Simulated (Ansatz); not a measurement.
Crystal: Sn.

```
Sn
1.0
     0.00000    3.23334    3.23334
     3.23334    0.00000    3.23334
     3.23334    3.23334    0.00000
Sn
2
Cartesian
  1.6167 1.6167 1.6167
  0.0000 0.0000 0.0000
```

This isn't the form of Sn at room conditions, which is tetragonal (white tin).

The cell isn't the ideal one: the cell as VASP's run set it.

Base run:

| Property | Result |
| --- | --- |
| Program | Ansatz 0.2.0 |
| Functional | PBE |
| Potentials or basis | all-electron LAPW, scalar-relativistic |
| Cutoff | 257 eV (chosen from the basis error) |
| Basis error allowed | 0.001 eV/atom |
| k mesh | 7 × 7 × 7 |
| Occupations | gaussian, width 0.05 eV |
| Spin | no spin polarisation |

Its results: band gap on the k mesh none (metal or under the smearing width); pressure 3.8 GPa.

Q: The run is repeated on the same cell with these changes: functional from PBE to RPBE; occupations from gaussian, width 0.05 eV to gaussian, width 0.1 eV. What comes out?

A: Band gap on the k mesh none (metal or under the smearing width); pressure 5.2 GPa.
